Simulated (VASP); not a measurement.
LiH in VASP 6.6.1, single-point calculation

INCAR

```
LWAVE = .FALSE.
IBRION = -1
ISIF = 2
LCHARG = .FALSE.
ISYM = 0
NSW = 0
LMAXMIX = 6
NELM = 61
GGA = CA
SIGMA = 0.01
NBANDS = 9
ENCUT = 520
LASPH = .TRUE.
LREAL = .FALSE.
PREC = Low
EDIFF = 1E-7
ISMEAR = 0
```

KPOINTS

```
KPOINTS created by Atomic Simulation Environment
0
Gamma
4 4 4
0 0 0
```

POSCAR

```
Li H
 1.0000000000000000
    -0.0000000000000000    2.1451220115935112    2.1451220115935112
     2.1451220115935112   -0.0000000000000000    2.1451220115935112
     2.1451220115935112    2.1451220115935112   -0.0000000000000000
 Li  H
   1   1
Cartesian
 -0.0000000000000000 -0.0000000000000000 -0.0000000000000000
  1.0725610057967556  1.0725610057967556  1.0725610057967556
```

The recommended LDA PAW datasets give the neutral cell 4 valence electrons.

Command

```
mpirun -np 1 vasp_std
```

**Question.** Predict the outcome of this run.

**Answer.** It converged. Results: gap between bands v and c on the k mesh 3.94 eV; least direct gap on the k mesh 5.06 eV; pressure -2.4 GPa. Band v is the last that the valence electrons fill when counted band by band, and c is the next.

OSZICAR

```
N       E                     dE             d eps       ncg     rms          rms(c)
DAV:   1    -0.136302357986E+01   -0.13630E+01   -0.14344E+03   648   0.403E+02
DAV:   2    -0.661156259878E+01   -0.52485E+01   -0.52255E+01   894   0.562E+01
DAV:   3    -0.670395493752E+01   -0.92392E-01   -0.92364E-01   785   0.654E+00
DAV:   4    -0.670484432742E+01   -0.88939E-03   -0.88928E-03   837   0.517E-01
DAV:   5    -0.670485715879E+01   -0.12831E-04   -0.12831E-04   775   0.419E-02    0.320E+00
DAV:   6    -0.642554415586E+01    0.27931E+00   -0.27767E-01   676   0.138E+00    0.153E+00
DAV:   7    -0.634176008696E+01    0.83784E-01   -0.28451E-01   694   0.150E+00    0.259E-01
DAV:   8    -0.634360654429E+01   -0.18465E-02   -0.58112E-03   681   0.437E-01    0.463E-02
DAV:   9    -0.634356089792E+01    0.45646E-04   -0.19894E-04   821   0.647E-02    0.796E-03
DAV:  10    -0.634356078998E+01    0.10794E-06   -0.71471E-06   722   0.154E-02    0.430E-03
DAV:  11    -0.634356075545E+01    0.34529E-07   -0.83881E-07   798   0.304E-03
   1 F= -.63435608E+01 E0= -.63435608E+01  d E =-.511800E-17
```

Standard output (part)

```
POSCAR found type information on POSCAR LiH
 POSCAR found :  2 types and       2 ions
 LDA part: xc-table for (Slater(with rela. corr.)+CA(PZ))
 , standard interpolation
 POSCAR, INCAR and KPOINTS ok, starting setup
 WAVECAR not read
 entering main loop
 the old and the new charge density differ
    0.320E+00
```

For comparison, a separate LDA run of the intended cell, on usual settings and not on those above, gives a gap of 3.98 eV on its mesh and a pressure of -2.2 GPa.
